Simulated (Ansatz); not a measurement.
# Nb(100) with 4 layers of random Nb-Au, 2x2: scattering by chemical disorder, part 2 of 2

Aim: the residual resistivity of a random alloy, from Nb(100) with 4 layers of random Nb-Au, 2x2 and longer regions.

Ansatz 0.2.0; Ansatz plane-wave DFT, PBE, PAW files; ballistic transport by layer matching (Landauer), zero bias; PAW set soft_1.

So far. Step 3 (With 8 alloy layers): Over the solved energies the transmission per spin lies between 2.96 and 3.17, out of 10.8 channels of the lead on average (up to 11.5).

### Step 4. With 12 alloy layers

In 12 layers a share of 0.25 of the sites is given to Au at random. A fresh draw is used; the growth of the resistance with length is what counts.

System of this step: Nb(100) with 12 layers of random Nb-Au, 2x2. The cell holds 88 atoms: 76 Nb and 12 Au. Cell: a = 6.613 Å, b = 6.613 Å, c = 36.369 Å, α = 90.0°, β = 90.0°, γ = 90.0°. It derives from Nb. Regions: lead, 40 atoms (40 Nb); scattering region, 48 atoms (36 Nb and 12 Au). The structure is stacked along c, and the current runs across the ab planes.

File input.yaml:

```yaml
crystal:
  lattice:
    - [6.6126, 0.0, 0.0]
    - [0.0, 6.6126, 0.0]
    - [0.0, 0.0, 36.3693]
  atoms:
    - { symbol: Nb, position: [0.0, 0.0, 0.0227272727] }
    - { symbol: Nb, position: [0.0, 0.5, 0.0227272727] }
    - { symbol: Nb, position: [0.5, 0.0, 0.0227272727] }
    - { symbol: Nb, position: [0.5, 0.5, 0.0227272727] }
    - { symbol: Nb, position: [0.25, 0.25, 0.0681818182] }
    - { symbol: Nb, position: [0.25, 0.75, 0.0681818182] }
    - { symbol: Nb, position: [0.75, 0.25, 0.0681818182] }
    - { symbol: Nb, position: [0.75, 0.75, 0.0681818182] }
    - { symbol: Nb, position: [0.0, 0.0, 0.1136363636] }
    - { symbol: Nb, position: [0.0, 0.5, 0.1136363636] }
    - { symbol: Nb, position: [0.5, 0.0, 0.1136363636] }
    - { symbol: Nb, position: [0.5, 0.5, 0.1136363636] }
    - { symbol: Nb, position: [0.25, 0.25, 0.1590909091] }
    - { symbol: Nb, position: [0.25, 0.75, 0.1590909091] }
    - { symbol: Nb, position: [0.75, 0.25, 0.1590909091] }
    - { symbol: Nb, position: [0.75, 0.75, 0.1590909091] }
    - { symbol: Nb, position: [0.0, 0.0, 0.2045454545] }
    - { symbol: Nb, position: [0.0, 0.5, 0.2045454545] }
    - { symbol: Nb, position: [0.5, 0.0, 0.2045454545] }
    - { symbol: Nb, position: [0.5, 0.5, 0.2045454545] }
    - { symbol: Nb, position: [0.25, 0.25, 0.25] }
    - { symbol: Nb, position: [0.25, 0.75, 0.25] }
    - { symbol: Nb, position: [0.75, 0.25, 0.25] }
    - { symbol: Nb, position: [0.75, 0.75, 0.25] }
    - { symbol: Nb, position: [0.0, 0.0, 0.2954545455] }
    - { symbol: Nb, position: [0.0, 0.5, 0.2954545455] }
    - { symbol: Au, position: [0.5, 0.0, 0.2954545455] }
    - { symbol: Nb, position: [0.5, 0.5, 0.2954545455] }
    - { symbol: Au, position: [0.25, 0.25, 0.3409090909] }
    - { symbol: Au, position: [0.25, 0.75, 0.3409090909] }
    - { symbol: Nb, position: [0.75, 0.25, 0.3409090909] }
    - { symbol: Nb, position: [0.75, 0.75, 0.3409090909] }
    - { symbol: Nb, position: [0.0, 0.0, 0.3863636364] }
    - { symbol: Au, position: [0.0, 0.5, 0.3863636364] }
    - { symbol: Nb, position: [0.5, 0.0, 0.3863636364] }
    - { symbol: Nb, position: [0.5, 0.5, 0.3863636364] }
    - { symbol: Au, position: [0.25, 0.25, 0.4318181818] }
    - { symbol: Nb, position: [0.25, 0.75, 0.4318181818] }
    - { symbol: Au, position: [0.75, 0.25, 0.4318181818] }
    - { symbol: Nb, position: [0.75, 0.75, 0.4318181818] }
    - { symbol: Nb, position: [0.0, 0.0, 0.4772727273] }
    - { symbol: Nb, position: [0.0, 0.5, 0.4772727273] }
    - { symbol: Au, position: [0.5, 0.0, 0.4772727273] }
    - { symbol: Nb, position: [0.5, 0.5, 0.4772727273] }
    - { symbol: Nb, position: [0.25, 0.25, 0.5227272727] }
    - { symbol: Nb, position: [0.25, 0.75, 0.5227272727] }
    - { symbol: Nb, position: [0.75, 0.25, 0.5227272727] }
    - { symbol: Nb, position: [0.75, 0.75, 0.5227272727] }
    - { symbol: Nb, position: [0.0, 0.0, 0.5681818182] }
    - { symbol: Nb, position: [0.0, 0.5, 0.5681818182] }
    - { symbol: Nb, position: [0.5, 0.0, 0.5681818182] }
    - { symbol: Nb, position: [0.5, 0.5, 0.5681818182] }
    - { symbol: Au, position: [0.25, 0.25, 0.6136363636] }
    - { symbol: Nb, position: [0.25, 0.75, 0.6136363636] }
    - { symbol: Au, position: [0.75, 0.25, 0.6136363636] }
    - { symbol: Nb, position: [0.75, 0.75, 0.6136363636] }
    - { symbol: Nb, position: [0.0, 0.0, 0.6590909091] }
    - { symbol: Au, position: [0.0, 0.5, 0.6590909091] }
    - { symbol: Nb, position: [0.5, 0.0, 0.6590909091] }
    - { symbol: Au, position: [0.5, 0.5, 0.6590909091] }
    - { symbol: Nb, position: [0.25, 0.25, 0.7045454545] }
    - { symbol: Nb, position: [0.25, 0.75, 0.7045454545] }
    - { symbol: Nb, position: [0.75, 0.25, 0.7045454545] }
    - { symbol: Au, position: [0.75, 0.75, 0.7045454545] }
    - { symbol: Nb, position: [0.0, 0.0, 0.75] }
    - { symbol: Nb, position: [0.0, 0.5, 0.75] }
    - { symbol: Nb, position: [0.5, 0.0, 0.75] }
    - { symbol: Nb, position: [0.5, 0.5, 0.75] }
    - { symbol: Nb, position: [0.25, 0.25, 0.7954545455] }
    - { symbol: Nb, position: [0.25, 0.75, 0.7954545455] }
    - { symbol: Nb, position: [0.75, 0.25, 0.7954545455] }
    - { symbol: Nb, position: [0.75, 0.75, 0.7954545455] }
    - { symbol: Nb, position: [0.0, 0.0, 0.8409090909] }
    - { symbol: Nb, position: [0.0, 0.5, 0.8409090909] }
    - { symbol: Nb, position: [0.5, 0.0, 0.8409090909] }
    - { symbol: Nb, position: [0.5, 0.5, 0.8409090909] }
    - { symbol: Nb, position: [0.25, 0.25, 0.8863636364] }
    - { symbol: Nb, position: [0.25, 0.75, 0.8863636364] }
    - { symbol: Nb, position: [0.75, 0.25, 0.8863636364] }
    - { symbol: Nb, position: [0.75, 0.75, 0.8863636364] }
    - { symbol: Nb, position: [0.0, 0.0, 0.9318181818] }
    - { symbol: Nb, position: [0.0, 0.5, 0.9318181818] }
    - { symbol: Nb, position: [0.5, 0.0, 0.9318181818] }
    - { symbol: Nb, position: [0.5, 0.5, 0.9318181818] }
    - { symbol: Nb, position: [0.25, 0.25, 0.9772727273] }
    - { symbol: Nb, position: [0.25, 0.75, 0.9772727273] }
    - { symbol: Nb, position: [0.75, 0.25, 0.9772727273] }
    - { symbol: Nb, position: [0.75, 0.75, 0.9772727273] }
kpoints:
  mp_grid: { grid: [4, 4, 1] }
hamiltonian:
  xc: pbe
  pseudopotentials: { kind: paw, azcp: { folder: soft_1 } }
scf:
  occupations: { method: fermi_dirac, width: 0.1 }
output:
  transmission: { leads: [[0, 4]], kmesh: [8, 8], e_range: [-0.05, 0.05], de: 0.05 }
  write_potential: true
  write_density: true
  volumetric_format: npy
```

Started as:

```
$ ansatz run input.yaml --threads 4 --pin off --max-ram 15360MiB --backend cpu --events-out ev --progress --plain --runs-dir out
```

Numbers of over 12 decimals in the logs are rounded to 6 here.

Output:

```text
[...]
Crystal: 88 atoms, lattice volume = 1590.301 Å³
Basis set: ecut = 420 eV, 31009 PW (Γ)
Bands: 730, of which v1, the nominal top of the filled ones, is band 608 counted from 1 (607 counted from 0)
Symmetry: 1 space group operations
[...]
k-points: 10 of 16 (time reversal used)
[...]
SCF iter   1: F=—  HF=-504392.650771 eV  |F-HF|=—  |Δ(HF+E_count)|=         —  Δρ=3.67e-1  dr2=2.75e4  ethr=3.10e-3  ⟨swp⟩=4.6  Hψ=24303  notcnv=0
[...]
SCF iter  13: F=-503793.947757 eV  HF=-503793.947757 eV  |F-HF|=4.31e-9  |Δ(HF+E_count)|=   6.93e-9  Δρ=3.27e-7  dr2=5.53e-9  ethr=8.22e-12  ⟨swp⟩=2.0  Hψ=13418  notcnv=0
SCF 1 converged in 13 iterations: F = -503793.947757 eV  dr2 = 5.53e-9
[...]
transmission: 228 of 2278 steps passed
transmission: 456 of 2278 steps passed
[...]
transmission: 2278 of 2278 steps passed
SCF converged after 13 iterations
Free energy (F): -503793.947757 eV
[...]
Internal energy: -503790.623583 eV  (E = F + TS)
E sigma→0 (E₀):  -503792.285670 eV
Entropy (-TS):   -3.324175 eV (-37.775 meV/atom)
Fermi energy:    18.130351 eV
[...]
--- Band table (eV; the first three rows and the last of 10) ---
  k-point 0: bands = [... 604 lower, 18.4878, 18.5105, 18.5198, 18.5362, 18.5383, 18.5675, 18.5861, 18.6048, ... 118 higher]
  k-point 1: bands = [... 604 lower, 18.2999, 18.3177, 18.3421, 18.3662, 18.3771, 18.4071, 18.4159, 18.4270, ... 118 higher]
  k-point 2: bands = [... 604 lower, 18.0589, 18.0631, 18.0681, 18.0695, 18.0728, 18.0842, 18.1259, 18.1531, ... 118 higher]
  k-point 9: bands = [... 604 lower, 17.5383, 17.5632, 17.5877, 17.5943, 17.6189, 17.6269, 17.6471, 17.6529, ... 118 higher]
--- Transmission ---
  basis      : 385 plane waves across, 67 finite elements along
  points     : 34, standing for a mesh of 8 x 8
[...]
channels       : 1.060938e1 a spin
[...]
junction   : crystal 0 to crystal 0, 0.70 to 35.41 Å
    transmission   : 2.468644e0 a spin
[...]
```

It took 55 min on 4 threads of Arm Neoverse V1, shared host; peak memory 9.3 GiB; 3.2 h of CPU time.

This step gave:

* free energy: -503793.9478 eV
* energy at zero smearing: -503792.2857 eV
* Fermi energy: 18.13 eV
* transmission per spin nearest the Fermi level: 2.469
* step of the lead's potential: 1.9 meV

Per spin. The transmission, zone mean by energy, zero at the Fermi level:

```
energy (eV)  transmission, zone mean
    -0.0500                     2.55
     0.0000                     2.47
     0.0500                     2.47
```

Over the solved energies the transmission per spin lies between 2.47 and 2.55, out of 10.8 channels of the lead on average (up to 11.5).

### Step 5. The fit

This step: Ansatz plane-wave DFT, PBE, PAW files; ballistic transport by layer matching (Landauer), zero bias; residual resistivity from the slope of the area resistance, atoms on the host's lattice; PAW set soft_1 (Ansatz 0.2.0).

This step gave:

| Item | Value |
| --- | --- |
| resistivity | 64.25 µΩ cm |
| intercept | 0.4677 fΩ m² |
| scatter about the fit | 0.006725 fΩ m² |

Resistance, by row:

```
run  length (Å)      T  channels N  RA (fΩ m²)
 n4       6.613  4.026       10.98      0.8878
 n8       13.23  3.049       10.78       1.327
n12       19.84  2.496       10.78       1.738
```

Table of area resistance by length of the alloy:

```
length of the alloy (Å)  area resistance (fΩ m²)
                   6.61                    0.888
                  13.23                     1.33
                  19.84                     1.74
```

The area resistance goes from 0.89 to 1.7 fΩ m² between 6.6 and 19.8 Å, a slope of 64 µΩ cm.

By hand from the end points: (1.738 − 0.8878) fΩ m² / (19.84 − 6.61) Å = 64 µΩ cm, since 1 fΩ m² per Å is 1000 µΩ cm.

### Step 6. What came out

| Item | Value |
| --- | --- |
| resistivity from the slope | 64.3 µΩ cm |
| area resistance over 6.61 Å | 0.888 fΩ m² |
| area resistance over 13.2 Å | 1.33 fΩ m² |
| area resistance over 19.8 Å | 1.74 fΩ m² |

**Reading.** The slope gives 64 µΩ cm. The points scatter by 0.0067 fΩ m² about the line, with one random draw a length in a 2x2 cell, so the slope is a rough value. The lead's own channel count moves between the runs (11.0, 10.8 and 10.8), which shifts RA and the slope too. Read with a model of isotropic scattering on a spherical Fermi surface and the lead's 1.9×10¹⁵ S/m², this slope means a mean free path near 6.0 Å; over these lengths the model's slope is within 3 % of its bulk resistivity. The atoms sit on the host's lattice, so scattering by size misfit is left out. Spin-orbit coupling is left out, which matters for Au.

[Logs are printed without paths, hosts, clocks, repeated set-up lines and the standing remarks that a program may print on its own settings, such as how far it seeks lower states.]

[Hosts, paths, dates, database ids (printed as entryN), source tags and the programs' standing remarks are cut or masked in the printed files.]
